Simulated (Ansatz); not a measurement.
**In: stress in a strained cell**

In is deformed so: equal xy, yz and zx engineering shear strains of -1 %. What stress and forces result, by LAPW, PAW and all-electron datasets made for the crystal?

Program: Ansatz 0.2.0. Level of theory: DFT LDA, scalar-relativistic. These are calculated values, not measurements.

## Step 1: Starting point

Symmetry: I4/mmm, No. 139, tetragonal system. Conventional cell: a = 3.252 Å, b = 3.252 Å, c = 4.948 Å, α = 90.00°, β = 90.00°, γ = 90.00°. Around In (site symmetry 4/mmm) lie 12 In at 3.25 to 3.38 Å.

Structure file:

```cif
data_structure
_symmetry_space_group_name_H-M 'I4/mmm'
_symmetry_Int_Tables_number 139
_cell_length_a 3.2523
_cell_length_b 3.2523
_cell_length_c 4.9479
_cell_angle_alpha 90.000
_cell_angle_beta 90.000
_cell_angle_gamma 90.000
_cell_volume 52.34
loop_
_atom_site_label
_atom_site_type_symbol
_atom_site_symmetry_multiplicity
_atom_site_Wyckoff_symbol
_atom_site_fract_x
_atom_site_fract_y
_atom_site_fract_z
_atom_site_occupancy
In1 In 2 a 0.00000 0.00000 0.00000 1
```

The file gives the conventional cell by its symmetry; the runs use the cell typed in the input.

## Step 2: The deformed structure

Space group I4/mmm before, C2/m after.

## Step 3: Full-potential LAPW

Contents of input.yaml:

```yaml
crystal:
  lattice:
    - [-1.6466505, 1.621911, 2.47395]
    - [1.621911, -1.6466505, 2.47395]
    - [1.630389, 1.630389, -2.4902115]
  atoms:
    - { symbol: In, position: [0.0, 0.0, 0.0] }
kpoints:
  mp_grid: { grid: [14, 14, 14] }
  band_path:
    path:
      - [0.0, 0.0, 0.0]
      - [0.5, 0.5, -0.5]
      - [0.2131375291, 0.7868624709, -0.5]
      - [-0.2131375291, 0.2131375291, 0.5]
      - [0.0, 0.0, 0.5]
      - [0.0, 0.0, 0.0]
      - [-0.5, 0.5, 0.0]
      - [0.0, 0.5, 0.0]
      - [0.0, 0.0, 0.0]
    npoints: 5
scf:
  occupations: { method: fermi_dirac, width: 0.05 }
hamiltonian:
  xc: lda
  pseudopotentials: { kind: all_electron, lapw: { basis_error: 0.0005 } }
output:
  forces: true
  stress: true
  eigenvalues: true
```

Run with:

```bash
$ ansatz run input.yaml --threads 1 --pin off --max-ram 3072MiB --backend cpu --events-out ev --progress --plain --runs-dir out
```

## Step 4: PAW on the default files

Contents of input.yaml:

```yaml
crystal:
  lattice:
    - [-1.6466505, 1.621911, 2.47395]
    - [1.621911, -1.6466505, 2.47395]
    - [1.630389, 1.630389, -2.4902115]
  atoms:
    - { symbol: In, position: [0.0, 0.0, 0.0] }
kpoints:
  mp_grid: { grid: [14, 14, 14] }
scf:
  occupations: { method: fermi_dirac, width: 0.05 }
hamiltonian:
  xc: lda
  pseudopotentials: { kind: paw }
output:
  forces: true
  stress: true
  eigenvalues: true
  efg: { contact_densities: true }
```

## Step 5: Datasets made for this crystal

Changes to input.yaml since step 4:

```diff
@@ -13,3 +13,3 @@
   xc: lda
-  pseudopotentials: { kind: paw }
+  pseudopotentials: { kind: all_electron, datasets: crystal }
 output:
```

(Steps that only read results are left out.)

Before running it: what results should come out? Wanted: pressure; largest shear or deviatoric stress.

The runs gave:

```
                                 quantity                                              value
                                 pressure  LAPW -2.67, PAW -2.68, crystal datasets -2.67 GPa
largest shear or deviatoric stress (LAPW)                                           0.23 GPa
```

The largest part of the stress beyond the pressure is 0.23 GPa in size, in the zz component. No run of the undeformed cell stands beside it, so the pressure holds what the given cell had before the change. PAW: stress within 0.01 GPa of LAPW. Crystal datasets: stress within 0.01 GPa of LAPW.
